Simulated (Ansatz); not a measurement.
# TiAl: how well frozen cores do

The same cell of TiAl is computed with all-electron LAPW, frozen-core PAW and datasets made for this crystal, to set the results side by side.

Method: DFT PBE, scalar-relativistic, in Ansatz 0.2.0.

### 1 The starting structure

The structure is tetragonal, space group P4/mmm (No. 123). Conventional cell: a = 2.837 Å, b = 2.837 Å, c = 4.059 Å, α = 90.00°, β = 90.00°, γ = 90.00°. Ti (site symmetry 4/mmm) has 4 Ti at 2.84 Å and 8 Al at 2.85 Å as nearest neighbours. Al (site symmetry 4/mmm) has 4 Al at 2.84 Å and 8 Ti at 2.85 Å as nearest neighbours.

Coordinates:

```cif
data_structure
_symmetry_space_group_name_H-M 'P 1'
_symmetry_Int_Tables_number 1
_cell_length_a 2.8373
_cell_length_b 2.8373
_cell_length_c 4.0591
_cell_angle_alpha 90.000
_cell_angle_beta 90.000
_cell_angle_gamma 90.000
_cell_volume 32.68
loop_
_atom_site_label
_atom_site_type_symbol
_atom_site_fract_x
_atom_site_fract_y
_atom_site_fract_z
_atom_site_occupancy
Ti1 Ti 0.00000 0.00000 0.00000 1
Al1 Al 0.50000 0.50000 0.50000 1
```

Structure: COD 1532769, as refined from experiment and not relaxed.

Atoms are numbered in the order of the input: Ti1, Al2.

### 2 All-electron LAPW

input.yaml

```yaml
crystal:
  lattice:
    - [2.8373, 0.0, 0.0]
    - [0.0, 2.8373, 0.0]
    - [0.0, 0.0, 4.0591]
  atoms:
    - { symbol: Ti, position: [0.0, 0.0, 0.0] }
    - { symbol: Al, position: [0.5, 0.5, 0.5] }
kpoints:
  mp_grid: { grid: [12, 12, 8] }
  band_path:
    path:
      - [0.0, 0.0, 0.0]
      - [0.0, 0.5, 0.0]
      - [0.5, 0.5, 0.0]
      - [0.0, 0.0, 0.0]
      - [0.0, 0.0, 0.5]
      - [0.0, 0.5, 0.5]
      - [0.5, 0.5, 0.5]
      - [0.0, 0.0, 0.5]
      - [0.0, 0.5, 0.0]
    npoints: 8
scf:
  occupations: { method: fermi_dirac, width: 0.05 }
hamiltonian:
  xc: pbe
  pseudopotentials: { kind: all_electron, lapw: { basis_error: 0.001 } }
output:
  forces: true
  stress: true
  eigenvalues: true
  populations: true
  dos: { projected: true, de: 0.2, e_range: [-14, 8] }
```

### 3 Frozen-core PAW

input.yaml: that of step 2 with these lines changed.

```diff
@@ -26,3 +26,3 @@
   xc: pbe
-  pseudopotentials: { kind: all_electron, lapw: { basis_error: 0.001 } }
+  pseudopotentials: { kind: paw }
 output:
@@ -31,3 +31,5 @@
   eigenvalues: true
+  efg: { contact_densities: true }
   populations: true
+  bader: true
   dos: { projected: true, de: 0.2, e_range: [-14, 8] }
```

### 4 Datasets made for this crystal

input.yaml: that of step 3 with these lines changed.

```diff
@@ -26,3 +26,3 @@
   xc: pbe
-  pseudopotentials: { kind: paw }
+  pseudopotentials: { kind: all_electron, datasets: crystal }
 output:
@@ -32,4 +32 @@
   efg: { contact_densities: true }
-  populations: true
-  bader: true
-  dos: { projected: true, de: 0.2, e_range: [-14, 8] }
```

(Steps that only read results are left out.)

What does the calculation give? Wanted: pressure; gap; Bader charges.

**Answer**, as computed:

| quantity | value |
| --- | --- |
| pressure | LAPW -0.76, PAW -0.72, crystal datasets -0.76 GPa |
| gap (LAPW) | none |
| Bader charges (PAW) | Ti1 +0.68, Al2 -0.68 e |

**Reading.** At this geometry the cell is under tension of 0.8 GPa, so it would shrink if let go. The count of 23 electrons in bands leaves a band partly filled, so there is no gap. Ti 3d carries the largest share, 83 %, of the projected states within 0.3 eV of the Fermi level. The projection holds only the free atom's occupied shells (Ti 4s, Ti 3d, Al 3s, Al 3p in this range). The field gradient at Ti1, the largest by crystal datasets, is 2.62 by PAW and 2.67 by crystal datasets (10²¹ V/m²), within 5 %. PAW lies +0.04 GPa from LAPW in pressure.
